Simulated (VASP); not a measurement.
# Bi2Te3 (R-3m) in VASP: single point with PBEsol

Aim: the single point of Bi2Te3 with PBEsol.

Everything below comes from runs of VASP 6.6.1. Logs are shortened: lines on timing, memory, paths and dates and some standing lists are left out, and cuts for length are marked.

**What was measured.**

“Vacancy and Antisite-Induced Ferromagnetism in Liquid-Phase Exfoliated Bi2Te3”, 2024, arxiv:2412.10539 quotes, for a bulk crystal of Bi2Te3: band gap 0.17 eV.

How close the calculation comes is told below.

## (1) The crystal as given

It takes space group R-3m (No. 166, trigonal). Conventional cell: a = 4.418 Å, b = 4.418 Å, c = 32.257 Å, α = 90.00°, β = 90.00°, γ = 120.00°. Bi (site symmetry 3m) is surrounded by 6 Te at 3.07 to 3.27 Å. Te (site symmetry 3m) has 3 Bi at 3.07 Å as nearest neighbours. Around Te (site symmetry -3m) lie 6 Bi at 3.27 Å.

The cell is a database's computed one.

## (2) Single point, PBEsol

The input, INCAR:

```
SYSTEM = Bi2Te3
  ALGO = Fast
  EDIFF = 1E-7
  ENCUT = 520
  GGA = PS
  ISIF = 2
  ISMEAR = 0
  LASPH = .TRUE.
  LCHARG = .FALSE.
  LREAL = .FALSE.
  LWAVE = .FALSE.
  NBANDS = 32
  NELM = 100
  PREC = Accurate
  SIGMA = 0.1
```

The input, KPOINTS:

```
k-points
0
G
  6 6 6
  0 0 0
```

The input, POSCAR:

```
Bi2Te3
1.0
    2.2090652234      1.2754044014     10.7524330131
   -2.2090652234      1.2754044014     10.7524330131
    0.0000000000     -2.5508088028     10.7524330131
Bi Te
2 3
Direct
    0.6031702300      0.6031702300      0.6031702300
    0.3968297700      0.3968297700      0.3968297700
    0.7831922600      0.7831922600      0.7831922600
    0.0000000000      0.0000000000      0.0000000000
    0.2168077400      0.2168077400      0.2168077400
```

Potentials or basis: VASP PAW PBE potentials, release 64 (Bi_d, Te).

The run is started by

```bash
$ cat potpaw_PBE.64/Bi_d/POTCAR potpaw_PBE.64/Te/POTCAR > POTCAR
$ mpirun -np 1 vasp_std > vasp.out
```

OUTCAR:

```text
SYSTEM = Bi2Te3
   EDIFF = 1E-7
   ENCUT = 520
   GGA = PS
   ISIF = 2
   ISMEAR = 0
   LASPH = .TRUE.
   LREAL = .FALSE.
   NELM = 100
   PREC = Accurate

 ion  position               nearest neighbor table
   1  0.603  0.603  0.603-   5 3.07   5 3.07   5 3.07   4 3.27   4 3.27   4 3.27
   2  0.397  0.397  0.397-   3 3.07   3 3.07   3 3.07   4 3.27   4 3.27   4 3.27
   3  0.783  0.783  0.783-   2 3.07   2 3.07   2 3.07
   4  0.000  0.000  0.000-   1 3.27   1 3.27   2 3.27   2 3.27   1 3.27   2 3.27
   5  0.217  0.217  0.217-   1 3.07   1 3.07   1 3.07

  LATTYP: Found a trigonal (rhomboedric) cell.
 ALAT       =    11.0508570369
 COS(alpha) =     0.9200800595

  Lattice vectors:

 A1 = (   2.2090652234,   1.2754044014,  10.7524330131)
 A2 = (  -2.2090652234,   1.2754044014,  10.7524330131)
 A3 = (   0.0000000000,  -2.5508088028,  10.7524330131)

Analysis of symmetry for initial positions (statically):
=====================================================================
 Subroutine PRICEL returns:
 Original cell was already a primitive cell.

 Routine SETGRP: Setting up the symmetry group for a
 trigonal (rhombohedral) supercell.

 Subroutine GETGRP returns: Found 12 space group operations
 (whereof 12 operations were pure point group operations)
 out of a pool of 12 trial point group operations.

The static configuration has the point symmetry D_3d.

Analysis of symmetry for dynamics (positions and initial velocities):
=====================================================================
 Subroutine PRICEL returns:
 Original cell was already a primitive cell.

 Routine SETGRP: Setting up the symmetry group for a
 trigonal (rhombohedral) supercell.

 Subroutine GETGRP returns: Found 12 space group operations
 (whereof 12 operations were pure point group operations)
 out of a pool of 12 trial point group operations.

The dynamic configuration has the point symmetry D_3d.

 Subroutine INISYM returns: Found 12 space group operations
 (whereof 12 operations are pure point group operations),
 and found     1 'primitive' translations

----------------------------------------------------------------------------------------

                                     Primitive cell

  volume of cell :     181.7668

  direct lattice vectors                    reciprocal lattice vectors
     2.209065223  1.275404401 10.752433013     0.226340080  0.130677506  0.031000736
    -2.209065223  1.275404401 10.752433013    -0.226340080  0.130677506  0.031000736
     0.000000000 -2.550808803 10.752433013     0.000000000 -0.261355013  0.031000736

  length of vectors
    11.050857037 11.050857037 11.050857037     0.263187173  0.263187173  0.263187173

  position of ions in fractional coordinates (direct lattice)
     0.603170230  0.603170230  0.603170230
     0.396829770  0.396829770  0.396829770
     0.783192260  0.783192260  0.783192260
     0.000000000  0.000000000  0.000000000
     0.216807740  0.216807740  0.216807740

  ion indices of the primitive-cell ions
   primitive index   ion index
                 1           1
                 2           2
                 3           3
                 4           4
                 5           5

----------------------------------------------------------------------------------------

 KPOINTS: k-points

Automatic generation of k-mesh.
 Grid dimensions read from file:
 generate k-points for:    6    6    6

 Generating k-lattice:

  Cartesian coordinates                     Fractional coordinates (reciprocal lattice)
     0.037723347  0.021779584  0.005166789     0.166666667  0.000000000  0.000000000
    -0.037723347  0.021779584  0.005166789     0.000000000  0.166666667  0.000000000
     0.000000000 -0.043559169  0.005166789     0.000000000  0.000000000  0.166666667

  Length of vectors
     0.043864529  0.043864529  0.043864529

  Shift w.r.t. Gamma in fractional coordinates (k-lattice)
     0.000000000  0.000000000  0.000000000

 Subroutine IBZKPT returns following result:
 ===========================================

 Found     32 irreducible k-points:

 Following reciprocal coordinates:
            Coordinates               Weight
  0.000000  0.000000  0.000000      1.000000
  0.166667 -0.000000 -0.000000      6.000000
  0.333333  0.000000 -0.000000      6.000000
  0.500000 -0.000000 -0.000000      3.000000
  0.166667  0.166667 -0.000000      6.000000
  0.333333  0.166667 -0.000000     12.000000
[... 16 lines left out ...]
  0.500000  0.500000  0.166667      6.000000
 -0.333333  0.500000  0.166667     12.000000
 [... further k-points ...]
   k-points           NKPTS =     32   k-points in BZ     NKDIM =     32   number of bands    NBANDS=     32
   number of dos      NEDOS =    301   number of ions     NIONS =      5
   total plane-waves  NPLWV = 592704
   dimension x,y,z NGX =    84 NGY =   84 NGZ =   84
   dimension x,y,z NGXF=   168 NGYF=  168 NGZF=  168
   ions per type =               2   3
   NGX,Y,Z   is equivalent  to a cutoff of  12.64, 12.64, 12.64 a.u.
   NGXF,Y,Z  is equivalent  to a cutoff of  25.27, 25.27, 25.27 a.u.
 SYSTEM =  Bi2Te3
   PREC   = accura    normal or accurate (medium, high low for compatibility)
   ISTART =      0    job   : 0-new  1-cont  2-samecut
   ICHARG =      2    charge: 1-file 2-atom 10-const
   ISPIN  =      1    spin polarized calculation?
   LNONCOLLINEAR =      F non collinear calculations
   LSORBIT =      F    spin-orbit coupling
   LASPH  =      T    aspherical Exc in radial PAW
   ENCUT  =  520.0 eV  38.22 Ry    6.18 a.u.  20.55 20.55 20.55*2*pi/ulx,y,z
   NELM   =    100;   NELMIN=  2; NELMDL= -5     # of ELM steps
   EDIFF  = 0.1E-06   stopping-criterion for ELM
   LREAL  =      F    real-space projection
   EDIFFG = 0.1E-05   stopping-criterion for IOM
   NSW    =      0    number of steps for IOM
   IBRION =     -1    ionic relax: 0-MD 1-quasi-New 2-CG
   NFREE  =      0    steps in history (QN), initial steepest desc. (CG)
   ISIF   =      2    stress and relaxation
   ISYM   =      2    0-nonsym 1-usesym 2-fastsym
   POTIM  = 0.5000    time-step for ionic-motion
   TEBEG  =    0.0;   TEEND  =   0.0 temperature during run
   PSTRESS=    0.0 pullay stress
   NELECT =      48.0000    total number of electrons
   NUPDOWN=      -1.0000    fix difference up-down
   EMIN   =  10.00;   EMAX   =-10.00  energy-range for DOS
   EFERMI =   0.00;   METHOD = LEGACY
   ISMEAR =     0;   SIGMA  =   0.10  broadening in eV -4-tet -1-fermi 0-gaus
   EFERMI_NEDOS =   21; number of points for ismear=-14 and -15
   IALGO  =     68    algorithm
   IMIX   =      4    mixing-type and parameters
     AMIX     =   0.40;   BMIX     =  1.00
     AMIX_MAG =   1.60;   BMIX_MAG =  1.00
  volume/ion in A,a.u.               =      36.35       245.32
  Fermi-wavevector in a.u.,A,eV,Ry     =   1.050309  1.984796 15.009254  1.103149
  Thomas-Fermi vector in A             =   2.185307
   LORBIT       =      0    0 simple, 1 ext, 2 COOP (PROOUT), +10 PAW based schemes
   GGA     = PS    functional components
   LHFCALC =     F    Hartree Fock is set to
   AEXX    =    0.0000 exact exchange contribution
   IVDW    =     0    specifies the selected vdW correction
   LEPSILON=     F    determine dielectric tensor
   LRPA    =     F    only Hartree local field effects (RPA)
 non-spin polarized calculation
 RMM-DIIS sequential band-by-band and
 Gauss-broadening in eV      SIGMA  =   0.10
  energy-cutoff  :      520.00
  volume of cell :      181.77
 maximum number of plane-waves:      4920
 NGX is ok and might be reduce to    84
   NGX = 41   NGY = 41   NGZ = 41

 number of electron      47.9999999 magnetization

 Free energy of the ion-electron system (eV)
  ---------------------------------------------------
  ext. energy  EPLUGINS =         0.00000000
  ---------------------------------------------------
  free energy    TOTEN  =       -20.21417281 eV

  energy without entropy =      -20.21417241  energy(sigma->0) =      -20.21417261

 E-fermi :   5.2065     XC(G=0):  -9.1191

 val. band max:        4.9368154381   @ k =   0.0000   0.0000   0.0000
 cond. band min:       5.4748188897   @ k =   0.0000   0.0000   0.0000
 fundamental gap:      0.5380034516
 Fermi energy:         5.2064679022

 k-point     1 :       0.0000    0.0000    0.0000
  band No.  band energies     occupation
      1     -17.8612      2.00000
      2     -17.8612      2.00000
      3     -17.8599      2.00000
      4     -17.8599      2.00000
      5     -17.8535      2.00000
      6     -17.8523      2.00000
[... 24 lines left out ...]
     31      10.1008      0.00000
     32      11.1397      0.00000

 k-point     2 :       0.1667   -0.0000   -0.0000
  band No.  band energies     occupation
      1     -17.8633      2.00000
      2     -17.8618      2.00000
      3     -17.8589      2.00000
      4     -17.8576      2.00000
      5     -17.8522      2.00000
      6     -17.8509      2.00000
[... 24 lines left out ...]
     31       9.6109      0.00000
     32      10.3999      0.00000

 k-point     3 :       0.3333    0.0000   -0.0000
  band No.  band energies     occupation
      1     -17.8683      2.00000
      2     -17.8662      2.00000
      3     -17.8566      2.00000
      4     -17.8547      2.00000
      5     -17.8540      2.00000
      6     -17.8519      2.00000
[... 24 lines left out ...]
     31       9.2066      0.00000
     32      10.6269      0.00000

 k-point     4 :       0.5000   -0.0000   -0.0000
  band No.  band energies     occupation
      1     -17.8710      2.00000
      2     -17.8686      2.00000
      3     -17.8564      2.00000
      4     -17.8550      2.00000
      5     -17.8540      2.00000
      6     -17.8530      2.00000
[... 654 lines left out ...]
     31       9.2454      0.00000
     32      10.9762      0.00000

 k-point    23 :       0.5000    0.5000    0.1667
  band No.  band energies     occupation
      1     -17.8683      2.00000
      2     -17.8662      2.00000
      3     -17.8566      2.00000
      4     -17.8547      2.00000
      5     -17.8540      2.00000
      6     -17.8519      2.00000
[... 24 lines left out ...]
     31       9.1251      0.00000
     32      10.3735      0.00000

 k-point    24 :      -0.3333    0.5000    0.1667
  band No.  band energies     occupation
      1     -17.8679      2.00000
      2     -17.8661      2.00000
      3     -17.8584      2.00000
      4     -17.8559      2.00000
      5     -17.8528      2.00000
      6     -17.8511      2.00000
[... 24 lines left out ...]
     31       9.6440      0.00000
     32      10.5336      0.00000

 [... further k-points ...]

------------------------ aborting loop because EDIFF is reached ----------------------------------------

  FORCE on cell =-STRESS in cart. coord.  units (eV):
  Direction    XX          YY          ZZ          XY          YZ          ZX
  --------------------------------------------------------------------------------------
  -------------------------------------------------------------------------------------
  Total       -1.6919749     -1.6919749     -1.7325746      0.0000000      0.0000000      0.0000000
  in kB      -14.9138595    -14.9138595    -15.2717242      0.0000000      0.0000000      0.0000000
  external PRESSURE =     -15.0331477 kB  Pullay stress =       0.0000000 kB

 VOLUME and BASIS-vectors are now :
 -----------------------------------------------------------------------------
  energy-cutoff  :      520.00
  volume of cell :      181.77
      direct lattice vectors                 reciprocal lattice vectors
     2.209065223  1.275404401 10.752433013     0.226340080  0.130677506  0.031000736
    -2.209065223  1.275404401 10.752433013    -0.226340080  0.130677506  0.031000736
     0.000000000 -2.550808803 10.752433013     0.000000000 -0.261355013  0.031000736

 POSITION                                       TOTAL-FORCE (eV/Angst)
 -----------------------------------------------------------------------------------
      0.00000      0.00000     19.45664         0.000000     -0.000000      0.081033
      0.00000      0.00000     12.80066         0.000000      0.000000     -0.081033
      0.00000      0.00000     25.26367         0.000000      0.000000      0.011579
      0.00000      0.00000      0.00000        -0.000000     -0.000000     -0.000000
      0.00000      0.00000      6.99363         0.000000     -0.000000     -0.011579
 -----------------------------------------------------------------------------------
    total drift:                               -0.000000      0.000000      0.000000

  FREE ENERGIE OF THE ION-ELECTRON SYSTEM (eV)
  ---------------------------------------------------
  free  energy   TOTEN  =       -20.2141728119 eV

  energy  without entropy=      -20.2141724055  energy(sigma->0) =      -20.21417261
```

Wall time 28 min (1 thread of Intel Xeon Platinum 8259CL at 2.50GHz (Skylake/Cascade Lake), shared host); peak memory 1.2 GiB.

What came out:

- Free energy: -20.2142 eV
- Pressure: -1.5 GPa
- Largest force: 0.081 eV/Å
- Band gap on the k mesh: 0.54 eV, direct

Forces on the atoms (eV/Å):
```
Bi   0.000  0.000  0.081
Bi   0.000  0.000 -0.081
Te   0.000  0.000  0.012
Te   0.000  0.000  0.000
Te   0.000  0.000 -0.012
```

Levels at points of the mesh, in eV from the valence-band top:
```csv
k point,band 20,band 21,band 22,band 23,band 24,band 25,band 26,band 27,band 28,band 29
"(0.00, 0.00, 0.00)",-1.23,-1.23,-0.55,-0.55,0.00,0.54,1.17,1.17,2.09,2.32
"(0.50, 0.00, 0.00)",-2.45,-2.35,-1.63,-0.66,-0.47,0.94,1.74,2.70,3.04,3.59
"(0.50, 0.50, 0.00)",-2.15,-1.63,-1.39,-0.91,-0.87,1.45,1.52,2.22,2.91,3.27
"(0.50, 0.50, 0.50)",-1.13,-1.13,-0.65,-0.65,-0.24,0.78,1.37,1.37,1.98,2.12
```

Caveat: the PAW data sets were made with another functional, which shifts forces and pressure a little; spin-orbit coupling is left out, which as a rule narrows the gap of such compounds by several tenths of an eV.

## (3) Against experiment

Step 2. Against the measured gap of Bi2Te3, 0.17 eV (quoted in “Vacancy and Antisite-Induced Ferromagnetism in Liquid-Phase Exfoliated Bi2Te3”, 2024, arxiv:2412.10539), the calculated 0.54 eV is off by +0.37 eV. Spin-orbit coupling on Bi, Te is left out. The value is that of PBEsol on a finite k mesh, which can miss the band edges, without temperature or zero-point motion. The cell is a database's relaxed one, not the measured one, which moves gaps too.
